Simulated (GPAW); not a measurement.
Runs of GPAW 26.7.0 on Co. Symmetry: P6_3/mmc, No. 194, hexagonal system. Conventional cell: a = 2.472 Å, b = 2.472 Å, c = 4.021 Å, α = 90.00°, β = 90.00°, γ = 120.00°. Co (site symmetry -6m2) is surrounded by 12 Co at 2.47 Å. 

```tsv
task	level	potentials or basis	U	k mesh	smearing	band path	band points	eigensolver	gap on the mesh (eV)	pressure (GPa)	moment (μB)	V0 of scaled cells (Å³/atom)	B0 (GPa)
band structure	PBEsol	PAW data sets generated in the run's folder for this functional, pw	-	10 × 10 × 6	fermi-dirac 0.05 eV	GMKGALHA,LM,KH	60	-	-	-4.5	3.29	-	-
band structure	PBEsol+U	PAW data sets generated in the run's folder for this functional, pw	Co d U = 3 eV	10 × 10 × 6	fermi-dirac 0.05 eV	GMKGALHA,LM,KH	60	-	-	-0.5	3.60	-	-
single point	PBE	GPAW PAW data sets (gpaw-data 1.2.1), pw	-	12 × 12 × 7	gaussian 0.016 eV	-	-	-	none	4.8	3.22	-	-
band structure	PBEsol+U	PAW data sets generated in the run's folder for this functional, pw	Co d U = 8 eV	10 × 10 × 6	fermi-dirac 0.05 eV	GMKGALHA,LM,KH	60	-	-	25.1	4.29	-	-
equation of state	LDA	the program's PAW data sets (release 1.2.1) made for this functional, pw	-	10 × 10 × 6	fermi-dirac 0.05 eV	-	-	-	-	-	-	10.09	244
band structure	PBEsol+U	PAW data sets generated in the run's folder for this functional, pw	Co d U = 1 eV	10 × 10 × 6	fermi-dirac 0.05 eV	GMKGALHA,LM,KH	60	-	-	-3.6	(b)	-	-
equation of state	PBEsol	PAW data sets generated in the run's folder for this functional, pw	-	12 × 12 × 7	fermi-dirac 0.05 eV	-	-	-	-	-	-	10.46	235
single point	PBE	GPAW PAW data sets (gpaw-data 1.2.1), pw	-	12 × 12 × 7	gaussian 0.027 eV	-	-	-	none	4.8	3.21	-	-
band structure	BP86	PAW data sets generated in the run's folder for this functional, pw	-	9 × 9 × 5	fermi-dirac 0.05 eV	GMKGALHA,LM,KH	100	-	-	3.7	3.05	-	-
equation of state	C09-vdW	GPAW PAW data sets (gpaw-data 1.2.1), pw	-	9 × 9 × 5	fermi-dirac 0.05 eV	-	-	-	-	-	-	10.64	241
band structure	BLYP	PAW data sets generated in the run's folder for this functional, pw	-	12 × 12 × 7	fermi-dirac 0.05 eV	GMKGALHA,LM,KH	80	davidson	-	13.9	(a)	-	-
single point	PBEsol	PAW data sets generated in the run's folder for this functional, pw	-	12 × 12 × 7	fermi-dirac 0.05 eV	-	-	-	none	-5.3	3.19	-	-
```

Alike in all rows: spin collinear, ferromagnetic start; cell as given; cutoff (eV) 600.

Estimate the missing entries.

(a) 3.13; (b) 3.38.

Caveats: the U is typed as a test and isn't derived for this compound (some runs); the cell was scaled at fixed shape and fractional positions, which overstates the stiffness of a crystal with free parameters, most of all of layers and chains (some runs); the PAW data sets were made with another functional, which shifts forces and pressure a little (some runs).

A k mesh can miss the band edges.

A gap of «none» marks a metal or a gap under the smearing width.

Not every run made on this cell is shown here.
